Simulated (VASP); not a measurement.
The system is Hf.

```
Hf
1.0
     4.91242    0.00000    0.00000
    -2.45621    4.25428    0.00000
     0.00000    0.00000    3.05968
Hf
3
Direct
  0.66667 0.33333 0.50000
  0.33333 0.66667 0.50000
  0.00000 0.00000 0.00000
```

This isn't the form of Hf at room conditions, which is hcp.

Program: VASP 6.6.1. Alike in all runs: task single point; potentials or basis VASP PAW PBE potentials, release 64 (Hf_pv); no spin polarisation; cell as given; cutoff (eV) 520. Hardware: 1 thread of AMD EPYC 9R45 (Zen 5), with other jobs on the host.

Q: Order these runs on this cell by their wall time, lowest first.
A. level PBEsol; k mesh 15 × 15 × 20; smearing gaussian 0.1 eV; further INCAR settings ALGO = Fast; EDIFF = 1e-06
B. level r2SCAN; k mesh 12 × 12 × 14; smearing gaussian 0.1 eV; further INCAR settings ALGO = Normal; EDIFF = 1e-06
C. level PBEsol; k mesh 12 × 12 × 14; smearing gaussian 0.5 eV; further INCAR settings ALGO = Fast; EDIFF = 1e-06

A: C (320 s), A (740 s), B (1800 s).
